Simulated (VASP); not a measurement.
# Si in VASP: notebook, part 2 of 2

VASP 6.6.1. The steps go on from the part before.

### 3 Relaxation of the atoms, LDA

INCAR

```
PREC = Accurate
ENCUT = 520
EDIFF = 1E-6
ISMEAR = 0
SIGMA = 0.03
LREAL = False
LASPH = True
NELM = 120
ALGO = Fast
ISIF = 2
LWAVE = False
LCHARG = False
LDIPOL = True
IDIPOL = 3
DIPOL = 0.5 0.5 0.500
GGA = CA
IBRION = 2
NSW = 90
EDIFFG = -0.01
ISYM = 0
KPAR = 4
```

KPOINTS

```
regular mesh
0
Gamma
  4 7 1
```

POSCAR

```
Si
1.0
    7.6410241800      0.0000000000      0.0000000000
    0.0000000000      3.8205120900      0.0000000000
    0.0000000000      0.0000000000     24.0552850000
Si
16
Direct
   -0.0942282100      0.0000000000      0.3159388900
    0.5942282100      1.0000000000      0.2909963400
    0.5000000000      0.5000000000      0.3596197300
    0.0000000000      0.5000000000      0.3596197300
    0.2500000000      0.5000000000      0.4157718400
    0.7500000000      0.5000000000      0.4157718400
    0.7500000000      1.0000000000      0.4719239500
    0.2500000000      0.0000000000      0.4719239500
    0.5000000000      0.0000000000      0.5280760500
    0.0000000000      0.0000000000      0.5280760500
    0.0000000000      0.5000000000      0.5842281600
    0.5000000000      0.5000000000      0.5842281600
    0.7500000000      0.5000000000      0.6403802700
    0.2500000000      0.5000000000      0.6403802700
    0.1557717900      0.0000000000      0.6840611100
    0.8442282100      0.0000000000      0.7090036600
```

Potentials or basis: VASP PAW LDA potentials, release 64 (Si).

Run with:

```console
> cat potpaw_LDA.64/Si/POTCAR > POTCAR
> mpirun -np 4 vasp_std > vasp.out
```

OUTCAR:

```text
PREC = Accurate
   ENCUT = 520
   EDIFF = 1E-6
   ISMEAR = 0
   LREAL = False
   LASPH = True
   NELM = 120
   ISIF = 2
   GGA = CA
   IBRION = 2
   NSW = 90
   EDIFFG = -0.01
   ISYM = 0

 ion  position               nearest neighbor table
   1  0.906  0.000  0.316-   4 2.30   4 2.30   2 2.45
   2  0.594  0.000  0.291-   1 2.45   3 2.63   3 2.63
   3  0.500  0.500  0.360-   5 2.34   6 2.34   2 2.63   2 2.63
   4  0.000  0.500  0.360-   1 2.30   1 2.30   6 2.34   5 2.34
   5  0.250  0.500  0.416-   3 2.34   4 2.34   8 2.34   8 2.34
   6  0.750  0.500  0.416-   3 2.34   4 2.34   7 2.34   7 2.34
   7  0.750  0.000  0.472-   9 2.34  10 2.34   6 2.34   6 2.34
   8  0.250  0.000  0.472-   9 2.34  10 2.34   5 2.34   5 2.34
   9  0.500  0.000  0.528-   7 2.34   8 2.34  12 2.34  12 2.34
  10  0.000  0.000  0.528-   7 2.34   8 2.34  11 2.34  11 2.34
  11  0.000  0.500  0.584-  10 2.34  13 2.34  14 2.34  10 2.34
  12  0.500  0.500  0.584-   9 2.34  13 2.34  14 2.34   9 2.34
  13  0.750  0.500  0.640-  11 2.34  12 2.34  16 2.63  16 2.63
  14  0.250  0.500  0.640-  15 2.30  15 2.30  11 2.34  12 2.34
  15  0.156  0.000  0.684-  14 2.30  14 2.30  16 2.45
  16  0.844  0.000  0.709-  15 2.45  13 2.63  13 2.63

IMPORTANT INFORMATION: All symmetrisations will be switched off!
NOSYMM: (Re-)initialisation of all symmetry stuff for point group C_1.

----------------------------------------------------------------------------------------
[... 1084 lines left out ...]
--------------------------------------- Ionic step       34  -------------------------------------------

 number of electron      63.9999999 magnetization

 dipolmoment           0.000000      0.000000      0.001094 electrons x Angstroem

 Free energy of the ion-electron system (eV)
  ---------------------------------------------------
  ext. energy  EPLUGINS =         0.00000000
  ---------------------------------------------------
  free energy    TOTEN  =       -90.05827222 eV

  energy without entropy =      -90.05827222  energy(sigma->0) =      -90.05827222

 E-fermi :   0.0003     XC(G=0):  -4.9878

 val. band max:       -0.1673646405   @ k =   0.5000   0.1429   0.0000
 cond. band min:       0.1312391299   @ k =   0.0000   0.4286   0.0000
 fundamental gap:      0.2986037704
 Fermi energy:         0.0003042386

 k-point     1 :       0.0000    0.0000    0.0000
  band No.  band energies     occupation
      1     -12.1923      2.00000
      2     -11.7975      2.00000
      3     -10.7226      2.00000
      4     -10.0748      2.00000
      5      -9.9481      2.00000
      6      -9.3688      2.00000
[... 649 lines left out ...]
     40       2.2442      0.00000
     41       2.3462      0.00000

------------------------ aborting loop because EDIFF is reached ----------------------------------------

 vacuum level on the upper side and lower side of the slab       (xc-potential included)        -0.042        -0.037

  FORCE on cell =-STRESS in cart. coord.  units (eV):
  Direction    XX          YY          ZZ          XY          YZ          ZX
  --------------------------------------------------------------------------------------
  -------------------------------------------------------------------------------------
  Total       -4.8002302      0.7512847     -0.0752556      0.0000002     -0.0000003     -0.1042464
  in kB      -10.9518878      1.7140816     -0.1716982      0.0000004     -0.0000007     -0.2378416
  external PRESSURE =      -3.1365015 kB  Pullay stress =       0.0000000 kB
[... 31 lines left out ...]
  FREE ENERGIE OF THE ION-ELECTRON SYSTEM (eV)
  ---------------------------------------------------
  free  energy   TOTEN  =       -90.0582722187 eV

  energy  without entropy=      -90.0582722187  energy(sigma->0) =      -90.05827222

 reached required accuracy - stopping structural energy minimisation

 vacuum level on the upper side and lower side of the slab         4.932         4.935
```

OSZICAR:

```text
N       E                     dE             d eps       ncg     rms          rms(c)
DAV:   1     0.299750479723E+03    0.29975E+03   -0.21405E+04  1230   0.117E+03
DAV:   2    -0.601354322470E+02   -0.35989E+03   -0.34822E+03  1660   0.198E+02
DAV:   3    -0.896621787620E+02   -0.29527E+02   -0.28922E+02  1514   0.566E+01
[... 363 lines left out ...]
       N       E                     dE             d eps       ncg     rms          rms(c)
DAV:   1    -0.900582625745E+02   -0.52385E-04   -0.27578E-03  1253   0.203E-01    0.230E-02
RMM:   2    -0.900582702898E+02   -0.77153E-05   -0.11323E-04  1253   0.505E-02    0.102E-02
RMM:   3    -0.900582719796E+02   -0.16898E-05   -0.31337E-05  1436   0.265E-02    0.486E-03
RMM:   4    -0.900582722187E+02   -0.23908E-06   -0.51525E-06  1032   0.113E-02
  34 F= -.90058272E+02 E0= -.90058272E+02  d E =-.620001E-04
```

CONTCAR:

```text
Si
   1.00000000000000
     7.6410241799999996    0.0000000000000000    0.0000000000000000
     0.0000000000000000    3.8205120899999998    0.0000000000000000
     0.0000000000000000    0.0000000000000000   24.0552850000000014
  Si
    16
Direct
     0.8589498262449645    0.0000000039142969    0.3316041351615358
     0.5796724076783034    0.0000000038589747    0.2985398688005171
     0.5279969460846928    0.4999999980907908    0.3544867615373490
     0.9988559245007120    0.5000000006532557    0.3627856241291112
     0.2724208614341306    0.5000000025672829    0.4092563739835199
     0.7456087692652595    0.4999999982627359    0.4227020540975914
[... 8 lines left out ...]
     0.1024656650194954    0.0000000005335541    0.6708627775904991
     0.8161933617059033    0.0000000049223536    0.6972106381830279

  0.00000000E+00  0.00000000E+00  0.00000000E+00
  0.00000000E+00  0.00000000E+00  0.00000000E+00
  0.00000000E+00  0.00000000E+00  0.00000000E+00
  0.00000000E+00  0.00000000E+00  0.00000000E+00
  0.00000000E+00  0.00000000E+00  0.00000000E+00
  0.00000000E+00  0.00000000E+00  0.00000000E+00
[... 8 lines left out ...]
  0.00000000E+00  0.00000000E+00  0.00000000E+00
  0.00000000E+00  0.00000000E+00  0.00000000E+00
```

Wall time 29 min (4 MPI ranks of Intel Xeon 6975P-C (Granite Rapids), shared host); peak memory 0.72 GiB.

Results:

* Free energy: -90.0583 eV
* Energy gained by relaxing: 96.5 meV/atom
* Ionic steps: 34
* Largest force after relaxing: 0.009 eV/Å
* Band gap on the k mesh: 0.30 eV, indirect (least direct gap 0.63 eV)

Forces in eV/Å, atoms in the order of the input:
```
Si  -0.004  0.000  0.001
Si   0.001  0.000  0.001
Si   0.006  0.000  0.001
Si   0.007  0.000  0.005
Si   0.006  0.000  0.000
Si   0.008  0.000  0.000
Si  -0.003  0.000 -0.004
Si   0.000  0.000 -0.001
Si  -0.004  0.000 -0.004
Si  -0.004  0.000  0.006
Si  -0.004  0.000 -0.001
Si  -0.006  0.000  0.000
Si  -0.001  0.000  0.000
Si  -0.004  0.000 -0.003
Si   0.001  0.000  0.001
Si   0.000  0.000 -0.001
```

Step by step:
```
step  energy change (eV)  largest force (eV/Å)  pressure (GPa)
   1              0.0000                1.5838           -1.30
   2             -0.4060                0.9940           -1.31
   3             -0.8042                1.1695           -1.02
   4             -0.9798                1.1607           -0.81
   5             -0.9833                1.2740           -0.77
   6             -1.1700                0.6217           -0.80
   7             -1.2191                0.4818           -0.78
   8             -1.2651                0.3757           -0.77
   9             -1.3006                0.5193           -0.73
  10             -1.3311                0.4791           -0.69
  11             -1.3986                0.4416           -0.58
  12             -1.4057                0.6800           -0.40
  13             -1.4245                0.5171           -0.48
  14             -1.4898                0.3246           -0.39
  15             -1.5074                0.2649           -0.32
  16             -1.5213                0.1761           -0.31
  17             -1.5243                0.2170           -0.29
  18             -1.5340                0.1223           -0.28
  19             -1.5352                0.1238           -0.27
  20             -1.5384                0.0707           -0.28
  21             -1.5398                0.1062           -0.29
  22             -1.5416                0.0600           -0.30
  23             -1.5417                0.0612           -0.30
  24             -1.5426                0.0324           -0.30
  25             -1.5427                0.0421           -0.30
  26             -1.5432                0.0224           -0.30
  27             -1.5432                0.0295           -0.30
  28             -1.5434                0.0267           -0.29
  29             -1.5434                0.0304           -0.29
  30             -1.5436                0.0147           -0.30
  31             -1.5436                0.0228           -0.30
  32             -1.5437                0.0200           -0.31
  33             -1.5438                0.0205           -0.31
  34             -1.5438                0.0088           -0.31
```

Final structure:
```
Si
1.0
     7.64102    0.00000    0.00000
     0.00000    3.82051    0.00000
     0.00000    0.00000   24.05529
Si
16
Cartesian
  6.5633 0.0000 7.9768
  4.4293 0.0000 7.1815
  4.0344 1.9103 8.5273
  7.6323 1.9103 8.7269
  2.0816 1.9103 9.8448
  5.6972 1.9103 10.1682
  5.7716 0.0000 11.4940
  2.0755 0.0000 11.2268
  3.8433 0.0000 12.8215
  0.1774 3.8205 12.5811
  0.0929 1.9103 13.9018
  3.8807 1.9103 14.1997
  5.9273 1.9103 15.3983
  1.9019 1.9103 15.4840
  0.7829 0.0000 16.1378
  6.2366 0.0000 16.7716
```

Levels at points of the mesh, in eV from the valence-band top:
```tsv
k point	band 30	band 31	band 32	band 33	band 34	band 35
(0.00, 0.00, 0.00)	-0.53	-0.43	-0.16	0.47	0.50	0.83
(0.50, 0.00, 0.00)	-0.31	-0.27	-0.24	0.39	0.72	1.57
```
